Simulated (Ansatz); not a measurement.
Consider the formal exchange of groups at a C–C bond: `C#Cc1ccccc1` + `CC(C)C` → `CC(C)Cc1ccccc1` + `C#C`.

Gas-phase electronic energies from Ansatz, PBE0-D4/def2-TZVP geometries. CCSD(T)/CBS adds triple-zeta CCSD(T) − MP2 to the extrapolated MP2 energy (def2 sets, frozen cores). This one scheme is used for every species. Functionals use def2-TZVPP. B3LYP here is the variant with VWN-RPA as its local correlation; programs differ in this. Each species was taken in one conformer, which may not be the lowest.

```csv
level,ΔE (eV)
r2SCAN-D4,0.35
BHLYP-D4,0.31
B3LYP,0.45
r2SCANh,0.38
CAM-B3LYP,0.37
MP2/def2-TZVPP,0.24
HF/def2-QZVPP,0.38
SCS-MP2/def2-QZVPP,0.25
```

(1) What does CCSD(T)/CBS give? (An estimate is asked.)

Largest T1 diagnostic among the species: 0.013.

Results:

(1) Ansatz gave: +0.21 eV. The listed levels differ from it by 0.14, 0.10, 0.24, 0.17, 0.16, 0.03, 0.17, 0.04 eV.

The D4 term adds −0.11 eV with B3LYP and −0.07 eV with PBE0; it sums over pairs of atoms, weighted by their polarisabilities, and B3LYP, whose exchange is more repulsive, gets the larger term. At CCSD(T), def2-SVP lies +0.04 eV from the extrapolated value and def2-TZVPP +0.01 eV.

CCSD(T)/CBS has its own doubt, a few kJ/mol and more with outer-core shells, so smaller differences from it don't rank the levels.
